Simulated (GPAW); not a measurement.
# MgO (Fm-3m) in GPAW: notebook

The runs below take MgO through single point, with PBE.

Everything below comes from runs of GPAW 26.7.0. Logs are shortened: lines on timing, memory, paths and dates and some standing lists are left out, and cuts for length are marked. The log counts tension as positive stress, the text compression.

**Measured values to compare with.**

“Electronic structure of alkaline earth and post-transition metal oxides”, 2009, arxiv:0908.1581 quotes, for a bulk crystal of MgO: band gap 7.83 eV.

The results are compared with them further down.

### Step 1. The structure

The structure is cubic, space group Fm-3m (No. 225). Conventional cell: a = 4.194 Å, b = 4.194 Å, c = 4.194 Å, α = 90.00°, β = 90.00°, γ = 90.00°. Mg (site symmetry m-3m) is surrounded by 6 O at 2.10 Å. O (site symmetry m-3m) has 6 Mg at 2.10 Å as nearest neighbours.

The cell is a database's computed one.

### Step 2. Single point, PBE

Contents of run.py:

```python
from ase.dft.bandgap import bandgap
from ase.io import read, write
from ase.units import GPa
from gpaw import GPAW, PW

atoms = read('MgO.xyz')

calc = GPAW(mode=PW(650),
            xc='PBE',
            kpts={'size': (9, 9, 9), 'gamma': True},
            occupations={'name': 'fermi-dirac', 'width': 0.05},
            nbands=16,
            maxiter=120,
            txt='gpaw.txt')
atoms.calc = calc
energy = atoms.get_potential_energy()
forces = atoms.get_forces()
stress = atoms.get_stress()
calc.write('gs.gpw')
write('result.traj', atoms)
print(f'Energy: {energy:.6f} eV')
print('Forces (eV/A):')
print(forces.round(4))
print('Stress (GPa):', (stress / GPa).round(3))
print('Fermi level:', round(calc.get_fermi_level(), 4), 'eV')
print(f'Gap: {bandgap(calc)[0]:.4f} eV, direct: {bandgap(calc, direct=True)[0]:.4f} eV')
```

Contents of MgO.xyz:

```xyz
2
Lattice="0.0000000000 2.0970013927 2.0970013927 2.0970013927 0.0000000000 2.0970013927 2.0970013927 2.0970013927 0.0000000000" Properties=species:S:1:pos:R:3 pbc="T T T"
Mg     0.0000000000      0.0000000000      0.0000000000
O      2.0970013927      2.0970013927      2.0970013927
```

Potentials or basis: GPAW PAW data sets (gpaw-data 1.2.1), pw.

The run is started by

```console
> OMP_NUM_THREADS=1 python run.py
```

gpaw.txt:

```text
__  _  _
 | _ |_)|_||  |
 |__||  | ||/\| - 26.7.0

Input parameters:
  mode=PW(ecut=650.0),
  kpts=MonkhorstPack(size=(9, 9, 9), gamma=True),
  maxiter=120,
  nbands=16,
  occupations=Occupations(name='fermi-dirac', width=0.05),
  xc=XC(name='PBE')

Diagonalizing LCAO Hamiltonian
Converting LCAO to pw mode

              O

       Mg

Atoms  # Å, Bohr magnetons
|   | symbol |        x |        y |        z |    initial magnetic moments |
|---|--------|----------|----------|----------|-----------------------------|
| 0 |     Mg | 0.000000 | 0.000000 | 0.000000 | ( 0.0000,  0.0000,  0.0000) |
| 1 |      O | 2.097001 | 2.097001 | 2.097001 | ( 0.0000,  0.0000,  0.0000) |

Unit cell  # Å
| periodic |        x |        y |        z |  lengths |    angles |
|----------|----------|----------|----------|----------|-----------|
|      yes | 0.000000 | 2.097001 | 2.097001 | 2.965608 | 60.000000 |
|      yes | 2.097001 | 0.000000 | 2.097001 | 2.965608 | 60.000000 |
|      yes | 2.097001 | 2.097001 | 0.000000 | 2.965608 | 60.000000 |

Number of symmetries: 48
Symmetry operations  # r_c * U_cc + t_c -> r_c
|    | kind |            matrix            |
|----|------|------------------------------|
|  0 |  σ   |  1, 0, 0,  1, 0,-1,  1,-1, 0 |
|  1 |  C2  |  1, 0, 0,  1,-1, 0,  1, 0,-1 |
|  2 |  E   |  1, 0, 0,  0, 1, 0,  0, 0, 1 |
|  3 |  σ   |  1, 0, 0,  0, 0, 1,  0, 1, 0 |
|  4 |  C4  |  1, 0,-1,  1, 0, 0,  1,-1, 0 |
|  5 |  S6  |  1, 0,-1,  1,-1, 0,  1, 0, 0 |
|  6 |  σ   |  1, 0,-1,  0, 1,-1,  0, 0,-1 |
|  7 |  C3  |  1, 0,-1,  0, 0,-1,  0, 1,-1 |
|  8 |  S6  |  1,-1, 0,  1, 0, 0,  1, 0,-1 |
|  9 |  C4  |  1,-1, 0,  1, 0,-1,  1, 0, 0 |
| 10 |  C3  |  1,-1, 0,  0,-1, 1,  0,-1, 0 |
| 11 |  σ   |  1,-1, 0,  0,-1, 0,  0,-1, 1 |
| 12 |  σ   |  0, 1, 0,  1, 0, 0,  0, 0, 1 |
| 13 |  C4  |  0, 1, 0,  0, 1,-1, -1, 1, 0 |
| 14 |  C3  |  0, 1, 0,  0, 0, 1,  1, 0, 0 |
| 15 |  S6  |  0, 1, 0, -1, 1, 0,  0, 1,-1 |
| 16 |  C2  |  0, 1,-1,  1, 0,-1,  0, 0,-1 |
| 17 |  σ   |  0, 1,-1,  0, 1, 0, -1, 1, 0 |
| 18 |  S4  |  0, 1,-1,  0, 0,-1,  1, 0,-1 |
| 19 |  C4  |  0, 1,-1, -1, 1, 0,  0, 1, 0 |
| 20 |  C3  |  0, 0, 1,  1, 0, 0,  0, 1, 0 |
| 21 |  σ   |  0, 0, 1,  0, 1, 0,  1, 0, 0 |
| 22 |  S6  |  0, 0, 1,  0,-1, 1, -1, 0, 1 |
| 23 |  C4  |  0, 0, 1, -1, 0, 1,  0,-1, 1 |
| 24 |  S4  |  0, 0,-1,  1, 0,-1,  0, 1,-1 |
| 25 |  C3  |  0, 0,-1,  0, 1,-1,  1, 0,-1 |
| 26 |  C2  |  0, 0,-1,  0,-1, 0, -1, 0, 0 |
| 27 |  S6  |  0, 0,-1, -1, 0, 0,  0,-1, 0 |
| 28 |  S4  |  0,-1, 1,  1,-1, 0,  0,-1, 0 |
| 29 |  C4  |  0,-1, 1,  0, 0, 1, -1, 0, 1 |
| 30 |  C2  |  0,-1, 1,  0,-1, 0,  1,-1, 0 |
| 31 |  σ   |  0,-1, 1, -1, 0, 1,  0, 0, 1 |
| 32 |  C3  |  0,-1, 0,  1,-1, 0,  0,-1, 1 |
| 33 |  S6  |  0,-1, 0,  0, 0,-1, -1, 0, 0 |
| 34 |  S4  |  0,-1, 0,  0,-1, 1,  1,-1, 0 |
| 35 |  C2  |  0,-1, 0, -1, 0, 0,  0, 0,-1 |
| 36 |  C2  | -1, 1, 0,  0, 1, 0,  0, 1,-1 |
| 37 |  S6  | -1, 1, 0,  0, 1,-1,  0, 1, 0 |
| 38 |  S4  | -1, 1, 0, -1, 0, 1, -1, 0, 0 |
| 39 |  C3  | -1, 1, 0, -1, 0, 0, -1, 0, 1 |
| 40 |  S6  | -1, 0, 1,  0, 0, 1,  0,-1, 1 |
| 41 |  C2  | -1, 0, 1,  0,-1, 1,  0, 0, 1 |
| 42 |  C3  | -1, 0, 1, -1, 1, 0, -1, 0, 0 |
| 43 |  S4  | -1, 0, 1, -1, 0, 0, -1, 1, 0 |
| 44 |  C2  | -1, 0, 0,  0, 0,-1,  0,-1, 0 |
| 45 |  i   | -1, 0, 0,  0,-1, 0,  0, 0,-1 |
| 46 |  σ   | -1, 0, 0, -1, 1, 0, -1, 0, 1 |
| 47 |  C2  | -1, 0, 0, -1, 0, 1, -1, 1, 0 |

BZ-sampling:
  Number of BZ points: 729
  Number of IBZ points: 35

  Monkhorst-Pack size: [9, 9, 9]
  Monkhorst-Pack shift: [0, 0, 0]

K-points  # in reciprocal-cell coordinates
|     |                                coordinates |     weight |
|-----|--------------------------------------------|------------|
|   0 | (  0.00000000,   0.00000000,   0.00000000) | 0.00137174 |
|   1 | (  0.11111111,   0.11111111,   0.00000000) | 0.00823045 |
|   2 | (  0.11111111,   0.11111111,   0.11111111) | 0.01097394 |
|   3 | (  0.22222222,   0.11111111,   0.11111111) | 0.01646091 |
|   4 | (  0.22222222,   0.22222222,   0.00000000) | 0.00823045 |
|   5 | (  0.22222222,   0.22222222,   0.11111111) | 0.03292181 |
|   6 | (  0.22222222,   0.22222222,   0.22222222) | 0.01097394 |
|   7 | (  0.33333333,   0.22222222,   0.11111111) | 0.03292181 |
|   8 | (  0.33333333,   0.22222222,   0.22222222) | 0.03292181 |
|   9 | (  0.33333333,   0.33333333,  -0.33333333) | 0.01646091 |
| ... |                                            |            |
|  34 | (  0.44444444,   0.44444444,   0.44444444) | 0.01097394 |

Plane wave coefficients: 725
Cutoff: 650.0 eV

Spin-components: 1 (collinear spins)
Bands:           16
Projectors:      10
Spin-degeneracy: 2
Datatype:        complex128

Parallelization:
  kpt:    1
  domain: 1
  band:   1

Density:
  Valence electrons: 16.0
  Components: 1
  Grid points: [18 18 18]
  Charge: 0.0  # |e|

Potential:
  Grid points: [18 18 18]

species:
  Mg:
    name:    Magnesium
    Z:       12.0
    valence: 10
    core:    2
    charge:  0.0  # [|e|]
    compensation charges:
      type: gauss
      rc: 0.33  # [Å]
      lmax: 2
    cutoffs:
      filter: 1.86  # [Å]
      core: 0.54  # [Å]
    projectors
    | kind |    occ | energy [eV] | rcut [Å] |
    |------|--------|-------------|----------|
    |   2s |  2.000 |     -79.840 |    1.090 |
    |   3s |  2.000 |      -4.705 |    1.090 |
    |   2p |  6.000 |     -46.613 |    1.085 |
    |   3p |  0.000 |      -1.330 |    1.085 |
    |    d |        |       0.000 |    1.037 |

    Using partial waves for Mg as LCAO basis

  O:
    name:    Oxygen
    Z:       8.0
    valence: 6
    core:    2
    charge:  0.0  # [|e|]
    compensation charges:
      type: gauss
      rc: 0.21  # [Å]
      lmax: 2
    cutoffs:
      filter: 1.17  # [Å]
      core: 0.83  # [Å]
    projectors
    | kind |    occ | energy [eV] | rcut [Å] |
    |------|--------|-------------|----------|
    |   2s |  2.000 |     -23.961 |    0.688 |
    |   2p |  4.000 |      -9.029 |    0.598 |
    |    s |        |       3.251 |    0.688 |
    |    p |        |      18.182 |    0.598 |
    |    d |        |       0.000 |    0.619 |

    Using partial waves for O as LCAO basis

Reference energy: -7490.497190  # eV

eigensolver:
  PPCG
  Converge bands: occupied
  niter=2

density mixing:
  MSR1-Mixer
  Pratt-step length: 0.05
  Maximum mixing coefficient: 0.75
  Old densities: 10
  SVD Regularization: 0.005
  Good broyden scale: 1.0
  Trust region scale: 1.0
  Backstep threshold: 4.0
  History deletion threshold: 6.0
  Fourier metric: weight=20.0, sigma=0.015

occupation numbers:
  Fermi-Dirac:
    width: 0.0500  # eV

poisson solver:
  ecut: 5200.0  # eV

xc functional:
  name: PBE with 2 nearest neighbor stencil

convergence criteria:
- Maximum [total energy] change in last 3 cyles: 0.0005 eV / valence electron
- Maximum integral of absolute [dens]ity change: 0.0001 electrons / valence electron
- Maximum integral of absolute [eigenst]ate change: 4e-08 eV^2 / valence electron
maximum number of iterations: 120

SCF iterations
|iter     | |      energy | eigst |  dens |
|---------|-|-------------|-------|-------|
|iter:   1| |  -13.476707 | +0.12 |       |
|iter:   2| |  -13.122589 | -2.15 | -0.99 |
|iter:   3| |  -12.150871 | -1.39 | -1.04 |
|iter:   4| |  -12.156471 | -3.11 | -1.59 |
|iter:   5| |  -12.161960 | -3.07 | -1.85 |
|iter:   6| |  -12.162018c| -5.31 | -3.02 |
|iter:   7| |  -12.162036c| -6.21 | -3.39 |
|iter:   8| |  -12.162036c| -8.00c| -4.39c|

Converged in 8 steps
Energy contributions relative to reference atoms: (reference = -7490.497190)

Energy contributions:
  Kinetic:          12.936529
  Coulomb:         -10.813011
  Zero:              0.146680
  External:          0.000000
  Xc:              -14.432235
  Entropy:          -0.000000
  Spinorbit:         0.000000
  ----------------------------
  Free energy:     -12.162036
  Extrapolated:    -12.162036

dipole moment: (-6.014531, -6.014531, -6.014531)  # |e|*Ang

Fermi level: 5.940
Eigenvalues  # (at kpt = [0.000, 0.000, 0.000])
| band index |      eig [eV] | occ [0-2] |
|------------|---------------|-----------|
|          0 |       -67.345 |     2.000 |
|          1 |       -34.089 |     2.000 |
|          2 |       -34.089 |     2.000 |
|          3 |       -34.089 |     2.000 |
|          4 |       -12.277 |     2.000 |
|          5 |         5.009 |     2.000 |
[... 8 lines left out ...]
|         14 |        26.673 |     0.000 |
|         15 |        29.620 |     0.000 |

Gap: 4.893 eV
Transition (v -> c):
  (s=0, k=0, n=7, [0.00, 0.00, 0.00]) -> (s=0, k=0, n=8, [0.00, 0.00, 0.00])
No difference between direct/indirect transitions

Forces  # eV/Ang
|       x |        y |        z |
|---------|----------|----------|
| 0.00000 |  0.00000 | -0.00000 |  # Mg   0
| 0.00000 | -0.00000 | -0.00000 |  # O    1

Stress tensor  # eV/Ang^3
|         x |         y |         z |
|-----------|-----------|-----------|
| -0.028959 |  0.000000 |  0.000000 |
|  0.000000 | -0.028959 |  0.000000 |
|  0.000000 |  0.000000 | -0.028959 |

# Writing to gs.gpw (mode='')
```

Wall time 8.4 s (1 thread of Intel Xeon at 2.60GHz (Ice Lake), shared host); peak memory 0.14 GiB.

Results:

| Item | Value |
| --- | --- |
| Free energy | -12.1620 eV |
| Pressure | 4.6 GPa |
| Band gap on the k mesh | 4.89 eV, direct |

Caveat: the cutoff is short for stress and forces, so pressures can be off by a GPa or more.

[end of part 1 of 2]
